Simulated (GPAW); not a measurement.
Crystal: Hf.

```
Hf
1.0
    -1.80500    1.80500    1.80500
     1.80500   -1.80500    1.80500
     1.80500    1.80500   -1.80500
Hf
1
Direct
  0.00000 0.00000 0.00000
```

This isn't the form of Hf at room conditions, which is hcp.

Base run:

```yaml
Program: GPAW 26.7.0
Functional: revTPSS
Potentials_or_basis: GPAW PAW data sets (gpaw-data 1.2.1)
Cutoff: 600 eV
Basis: pw
k_mesh: 10 × 10 × 10
Occupations: fermi-dirac, width 0.05 eV
Spin: spin-orbit coupling, no magnetisation
```

Its results: pressure -8.3 GPa.

Q: The run is repeated on the same cell with these changes: functional from revTPSS to r2SCAN; spin axis theta (degrees) from 0 to 90. What comes out?

A: Pressure -5.1 GPa.

Caveats: spin-orbit coupling was added after a scalar SCF, so levels and gaps hold it while energy, forces, pressure and moments don't; the PAW data sets were made with another functional, which shifts forces and pressure a little.

Not every run made on this cell is shown here.
